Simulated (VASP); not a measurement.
# ZnO (Cmmm) in VASP: equation of state

How stiff is ZnO in PBE, and what volume does it want? The cell is scaled to several volumes.

All numbers are computed with VASP 6.6.1; they aren't measurements. Logs are shortened: lines on timing, memory, paths and dates and some standing lists are left out, and cuts for length are marked.

## 1. The structure

The structure is orthorhombic, space group Cmmm (No. 65). The conventional cell has a = 2.866 Å, b = 7.054 Å, c = 2.838 Å, α = 90.00°, β = 90.00°, γ = 90.00°. Zn (site symmetry mmm) has 4 O at 2.02 Å as nearest neighbours. Around O (site symmetry mmm) lie 4 Zn at 2.02 Å.

The cell was built by a generator and needn't be a form met in nature.

## 2. Equation of state, PBE, 13.49 Å³/atom (volume scaled by 0.94)

Input file INCAR:

```
PREC = Accurate
ENCUT = 520
EDIFF = 1E-7
ISMEAR = -1
SIGMA = 0.05
LREAL = False
LASPH = True
NELM = 100
ALGO = Normal
ISIF = 2
LWAVE = False
LCHARG = False
GGA = PE
NBANDS = 16
```

Input file KPOINTS:

```
Automatic mesh
0
Gamma
  10 10 9
```

Input file POSCAR:

```
ZnO
1.0
    1.4039721986     -3.4550785723      0.0000000000
    1.4039721986      3.4550785723      0.0000000000
    0.0000000000      0.0000000000      2.7805453737
Zn O
1 1
Direct
    0.0000000000      0.0000000000      0.0000000000
    0.5000000000      0.5000000000      0.5000000000
```

Potentials or basis: VASP PAW PBE potentials, release 64 (Zn, O).

The run is started by

```
$ cat potpaw_PBE.64/Zn/POTCAR potpaw_PBE.64/O/POTCAR > POTCAR
$ mpirun -np 1 vasp_std > vasp.out
```

OUTCAR:

```text
PREC = Accurate
   ENCUT = 520
   EDIFF = 1E-7
   ISMEAR = -1
   LREAL = False
   LASPH = True
   NELM = 100
   ISIF = 2
   GGA = PE

 Found    155 irreducible k-points:

 Following reciprocal coordinates:
            Coordinates               Weight
  0.000000  0.000000  0.000000      1.000000
  0.100000  0.000000  0.000000      4.000000
  0.200000  0.000000  0.000000      4.000000
  0.300000  0.000000  0.000000      4.000000
  0.400000  0.000000  0.000000      4.000000
  0.500000  0.000000  0.000000      2.000000
   k-points           NKPTS =    155   k-points in BZ     NKDIM =    155   number of bands    NBANDS=     16
   number of dos      NEDOS =    301   number of ions     NIONS =      2
   total plane-waves  NPLWV =  18816
   dimension x,y,z NGX =    28 NGY =   28 NGZ =   24
   dimension x,y,z NGXF=    56 NGYF=   56 NGZF=   48
   ions per type =               1   1
   NGX,Y,Z   is equivalent  to a cutoff of  12.48, 12.48, 14.35 a.u.
   NGXF,Y,Z  is equivalent  to a cutoff of  24.96, 24.96, 28.70 a.u.
 SYSTEM =  unknown system
   PREC   = accura    normal or accurate (medium, high low for compatibility)
   ISTART =      0    job   : 0-new  1-cont  2-samecut
   ICHARG =      2    charge: 1-file 2-atom 10-const
   ISPIN  =      1    spin polarized calculation?
   LNONCOLLINEAR =      F non collinear calculations
   LSORBIT =      F    spin-orbit coupling
   LASPH  =      T    aspherical Exc in radial PAW
   ENCUT  =  520.0 eV  38.22 Ry    6.18 a.u.   6.93  6.93  5.17*2*pi/ulx,y,z
   NELM   =    100;   NELMIN=  2; NELMDL= -5     # of ELM steps
   EDIFF  = 0.1E-06   stopping-criterion for ELM
   LREAL  =      F    real-space projection
   EDIFFG = 0.1E-05   stopping-criterion for IOM
   NSW    =      0    number of steps for IOM
   IBRION =     -1    ionic relax: 0-MD 1-quasi-New 2-CG
   NFREE  =      0    steps in history (QN), initial steepest desc. (CG)
   ISIF   =      2    stress and relaxation
   ISYM   =      2    0-nonsym 1-usesym 2-fastsym
   POTIM  = 0.5000    time-step for ionic-motion
   TEBEG  =    0.0;   TEEND  =   0.0 temperature during run
   PSTRESS=    0.0 pullay stress
   NELECT =      18.0000    total number of electrons
   NUPDOWN=      -1.0000    fix difference up-down
   EMIN   =  10.00;   EMAX   =-10.00  energy-range for DOS
   EFERMI =   0.00;   METHOD = LEGACY
   ISMEAR =    -1;   SIGMA  =   0.05  broadening in eV -4-tet -1-fermi 0-gaus
   EFERMI_NEDOS =   21; number of points for ismear=-14 and -15
   IALGO  =     38    algorithm
   IMIX   =      4    mixing-type and parameters
     AMIX     =   0.40;   BMIX     =  1.00
     AMIX_MAG =   1.60;   BMIX_MAG =  1.00
  volume/ion in A,a.u.               =      13.49        91.02
  Fermi-wavevector in a.u.,A,eV,Ry     =   1.430563  2.703371 27.844449  2.046509
  Thomas-Fermi vector in A             =   2.550394
   LORBIT       =      0    0 simple, 1 ext, 2 COOP (PROOUT), +10 PAW based schemes
   GGA     = PE    functional components
   LHFCALC =     F    Hartree Fock is set to
   AEXX    =    0.0000 exact exchange contribution
   IVDW    =     0    specifies the selected vdW correction
   LEPSILON=     F    determine dielectric tensor
   LRPA    =     F    only Hartree local field effects (RPA)
 non-spin polarized calculation
  energy-cutoff  :      520.00
  volume of cell :       26.98
 maximum number of plane-waves:       741
   NGX = 13   NGY = 13   NGZ = 11

 number of electron      18.0000005 magnetization

 Free energy of the ion-electron system (eV)
  ---------------------------------------------------
  ext. energy  EPLUGINS =         0.00000000
  ---------------------------------------------------
  free energy    TOTEN  =        -8.13660040 eV

  energy without entropy =       -8.13573322  energy(sigma->0) =       -8.13616681

 E-fermi :   1.6357     XC(G=0): -10.0807

 val. band max:        1.5351402481   @ k =   0.5000   0.0000   0.0000
 cond. band min:       1.6574958554   @ k =  -0.1000   0.1000   0.0000
 fundamental gap:      0.1223556073
 Fermi energy:         1.6357247025

 k-point     1 :       0.0000    0.0000    0.0000
  band No.  band energies     occupation
      1     -17.6447      2.00000
      2      -4.8457      2.00000
      3      -4.6483      2.00000
      4      -4.3013      2.00000
      5      -4.2488      2.00000
      6      -4.0323      2.00000
[... 8 lines left out ...]
     15      19.7664      0.00000
     16      21.4087      0.00000

 k-point     2 :       0.1000    0.0000    0.0000
  band No.  band energies     occupation
      1     -17.5571      2.00000
      2      -4.9041      2.00000
      3      -4.6311      2.00000
      4      -4.3992      2.00000
      5      -4.2874      2.00000
      6      -4.2466      2.00000
[... 8 lines left out ...]
     15      18.7572      0.00000
     16      21.2356      0.00000

 k-point     3 :       0.2000    0.0000    0.0000
  band No.  band energies     occupation
      1     -17.3158      2.00000
      2      -5.2490      2.00000
      3      -4.7840      2.00000
      4      -4.6809      2.00000
      5      -4.5049      2.00000
      6      -4.2409      2.00000
[... 8 lines left out ...]
     15      18.3589      0.00000
     16      21.4769      0.00000

 k-point     4 :       0.3000    0.0000    0.0000
  band No.  band energies     occupation
      1     -16.9902      2.00000
      2      -5.9779      2.00000
      3      -5.2364      2.00000
      4      -4.9228      2.00000
      5      -4.3951      2.00000
      6      -4.2338      2.00000
[... 8 lines left out ...]
     15      17.7547      0.00000
     16      22.5682      0.00000

 k-point     5 :       0.4000    0.0000    0.0000
  band No.  band energies     occupation
      1     -16.6986      2.00000
      2      -6.6778      2.00000
      3      -5.5342      2.00000
      4      -5.1013      2.00000
      5      -4.2915      2.00000
      6      -4.2280      2.00000
[... 8 lines left out ...]
     15      17.9417      0.00000
     16      23.7558      0.00000

 k-point     6 :       0.5000    0.0000    0.0000
  band No.  band energies     occupation
      1     -16.5789      2.00000
      2      -6.9555      2.00000
      3      -5.6370      2.00000
      4      -5.1650      2.00000
      5      -4.2509      2.00000
      6      -4.2257      2.00000
[... 8 lines left out ...]
     15      18.5999      0.00000
     16      23.7583      0.00000

 [... further k-points ...]

------------------------ aborting loop because EDIFF is reached ----------------------------------------

  FORCE on cell =-STRESS in cart. coord.  units (eV):
  Direction    XX          YY          ZZ          XY          YZ          ZX
  --------------------------------------------------------------------------------------
  -------------------------------------------------------------------------------------
  Total        2.2295518      0.0563076      2.2150118     -0.0000000      0.0000000      0.0000000
  in kB      132.4194369      3.3442672    131.5558654     -0.0000000      0.0000000      0.0000000
  external PRESSURE =      89.1065232 kB  Pullay stress =       0.0000000 kB

 VOLUME and BASIS-vectors are now :
 -----------------------------------------------------------------------------
  energy-cutoff  :      520.00
  volume of cell :       26.98
      direct lattice vectors                 reciprocal lattice vectors
     1.403972199 -3.455078572  0.000000000     0.356132408 -0.144714509  0.000000000
     1.403972199  3.455078572  0.000000000     0.356132408  0.144714509  0.000000000
     0.000000000  0.000000000  2.780545374     0.000000000  0.000000000  0.359641677

 POSITION                                       TOTAL-FORCE (eV/Angst)
 -----------------------------------------------------------------------------------
      0.00000      0.00000      0.00000         0.000000     -0.000000      0.000000
      1.40397      0.00000      1.39027        -0.000000      0.000000      0.000000
 -----------------------------------------------------------------------------------
    total drift:                                0.000000      0.000000      0.000000

  FREE ENERGIE OF THE ION-ELECTRON SYSTEM (eV)
  ---------------------------------------------------
  free  energy   TOTEN  =        -8.1366004024 eV

  energy  without entropy=       -8.1357332183  energy(sigma->0) =       -8.13616681
```

It took 28 s on 1 thread of Intel Xeon 6975P-C (Granite Rapids), shared host; peak memory 0.19 GiB.

What came out:

```yaml
Free_energy: -8.1366 eV
Pressure: 8.9 GPa
Band_gap_on_the_k_mesh: none (metal or under the smearing width)
```

## 3. Equation of state, PBE, 13.77 Å³/atom (volume scaled by 0.96)

Input file INCAR:

```
PREC     = Accurate       # precision mode
ENCUT    = 520            # plane-wave cutoff, eV
EDIFF    = 1E-7           # SCF threshold, eV
ISMEAR   = -1             # smearing method
SIGMA    = 0.05           # smearing width, eV
LREAL    = False          # projectors in reciprocal space
LASPH    = True           # aspherical terms in the spheres
NELM     = 80             # most SCF steps
ALGO     = Normal         # electronic algorithm
ISIF     = 2              # what is computed and relaxed
LWAVE    = False          # write WAVECAR
LCHARG   = False          # write CHGCAR
GGA      = PE             # functional
NBANDS   = 16             # bands
```

KPOINTS is that of step 2.

Input file POSCAR:

```
ZnO
1.0
    1.4138596525     -3.4794109133      0.0000000000
    1.4138596525      3.4794109133      0.0000000000
    0.0000000000      0.0000000000      2.8001273243
Zn O
1 1
Direct
    0.0000000000      0.0000000000      0.0000000000
    0.5000000000      0.5000000000      0.5000000000
```

Potentials or basis: VASP PAW PBE potentials, release 64 (Zn, O).

The run is started by

```
$ cat potpaw_PBE.64/Zn/POTCAR potpaw_PBE.64/O/POTCAR > POTCAR
$ mpirun -np 1 vasp_std > vasp.out
```

Wall time 38 s (1 thread of Intel Xeon 6975P-C (Granite Rapids), shared host); peak memory 0.2 GiB.

The run converged. Its results:

| Item | Value |
| --- | --- |
| Free energy | -8.1636 eV |
| Pressure | 5.9 GPa |
| Band gap on the k mesh | none (metal or under the smearing width) |

## 4. Equation of state, PBE, 14.06 Å³/atom (volume scaled by 0.98)

Input file INCAR:

```
SYSTEM = ZnO
  PREC = Accurate
  ENCUT = 520
  EDIFF = 1E-7
  ISMEAR = -1
  SIGMA = 0.05
  LREAL = .FALSE.
  LASPH = .TRUE.
  NELM = 80
  ALGO = Normal
  ISIF = 2
  LWAVE = .FALSE.
  LCHARG = .FALSE.
  GGA = PE
  NBANDS = 16
```

Input file KPOINTS:

```
regular mesh
0
G
  10 10 9
  0 0 0
```

Input file POSCAR:

```
ZnO
1.0
    1.4236107169     -3.5034076089      0.0000000000
    1.4236107169      3.5034076089      0.0000000000
    0.0000000000      0.0000000000      2.8194391575
Zn O
1 1
Direct
    0.0000000000      0.0000000000      0.0000000000
    0.5000000000      0.5000000000      0.5000000000
```

The run is started by

```
$ cat potpaw_PBE.64/Zn/POTCAR potpaw_PBE.64/O/POTCAR > POTCAR
$ mpirun -np 1 vasp_std > vasp.out
```

It took 35 s on 1 thread of Intel Xeon 6975P-C (Granite Rapids), shared host; peak memory 0.19 GiB.

Results (log left out):

```yaml
Free_energy: -8.1804 eV
Pressure: 3.3 GPa
Band_gap_on_the_k_mesh: none (metal or under the smearing width)
```

## 5. Equation of state, PBE, 14.64 Å³/atom (volume scaled by 1.02)

Input file INCAR:

```
SYSTEM = ZnO
PREC = Accurate
ENCUT = 520
EDIFF = 1E-7
ISMEAR = -1
SIGMA = 0.05
LREAL = .FALSE.
LASPH = .TRUE.
NELM = 100
ALGO = Normal
ISIF = 2
LWAVE = .FALSE.
LCHARG = .FALSE.
GGA = PE
NBANDS = 16
```

Input file KPOINTS:

```
Automatic mesh
0
G
  10 10 9
  0 0 0
```

Input file POSCAR:

```
ZnO
1.0
    1.4427218660     -3.5504388264      0.0000000000
    1.4427218660      3.5504388264      0.0000000000
    0.0000000000      0.0000000000      2.8572884949
Zn O
1 1
Direct
    0.0000000000      0.0000000000      0.0000000000
    0.5000000000      0.5000000000      0.5000000000
```

The run is started by

```
$ cat potpaw_PBE.64/Zn/POTCAR potpaw_PBE.64/O/POTCAR > POTCAR
$ mpirun -np 1 vasp_std > vasp.out
```

It took 38 s on 1 thread of Intel Xeon 6975P-C (Granite Rapids), shared host; peak memory 0.21 GiB.

The run converged. Its results:

| Item | Value |
| --- | --- |
| Free energy | -8.1879 eV |
| Pressure | -1.3 GPa |
| Band gap on the k mesh | none (metal or under the smearing width) |

(Part 1 of 2 ends here.)
